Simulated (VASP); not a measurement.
Wanted: the native input for a VASP 6.6.1 run.

```yaml
Task: relaxation of cell and atoms
Functional: PBE
Potentials_or_basis: VASP PAW PBE potentials, release 64 (K_sv, Cl)
Cutoff: 600 eV
k_mesh: 6 × 6 × 6
Occupations: gaussian, width 0.02 eV
Spin: no spin polarisation
Further_INCAR_settings: ALGO = Normal; EDIFF = 1e-07; IBRION = 2; EDIFFG = -0.005; NSW = 90; ISIF = 3
```

The structure of KCl lies in POSCAR:

```
KCl
1.0
    0.0000000000      3.1341000000      3.1341000000
    3.1341000000      0.0000000000      3.1341000000
    3.1341000000      3.1341000000      0.0000000000
K Cl
1 1
Direct
    0.0000000000      0.0000000000      0.0000000000
    0.5000000000      0.5000000000      0.5000000000
```

These files were run (other wordings do the same):

INCAR

```
PREC = Accurate
ENCUT = 600
EDIFF = 1E-7
ISMEAR = 0
SIGMA = 0.02
LREAL = False
LASPH = True
NELM = 60
ALGO = Normal
ISIF = 3
LWAVE = False
LCHARG = False
GGA = PE
IBRION = 2
NSW = 90
EDIFFG = -0.005
```

KPOINTS

```
Automatic mesh
0
Gamma
  6 6 6
```

Potentials or basis: VASP PAW PBE potentials, release 64 (K_sv, Cl).

The run is started by

```console
$ cat potpaw_PBE.64/K_sv/POTCAR potpaw_PBE.64/Cl/POTCAR > POTCAR
$ mpirun -np 1 vasp_std > vasp.out
```

It gave:

```json
{
  "Relaxed volume": "32.58 Å³/atom",
  "Relaxed cell": "a = 4.517 Å, b = 4.517 Å, c = 4.517 Å, α = 60.00°, β = 60.00°, γ = 60.00°",
  "Space group after relaxing (to 0.05 Å)": "Fm-3m (No. 225)",
  "Energy gained by relaxing": "5.6 meV/atom",
  "Ionic steps": "4",
  "Pressure after relaxing": "0.0 GPa",
  "Band gap on the k mesh": "5.04 eV, direct"
}
```

It took 43 s on 1 thread of Intel(R) Xeon(R) Platinum 8488C (Sapphire Rapids), on a shared host, peak memory 0.22 GiB.
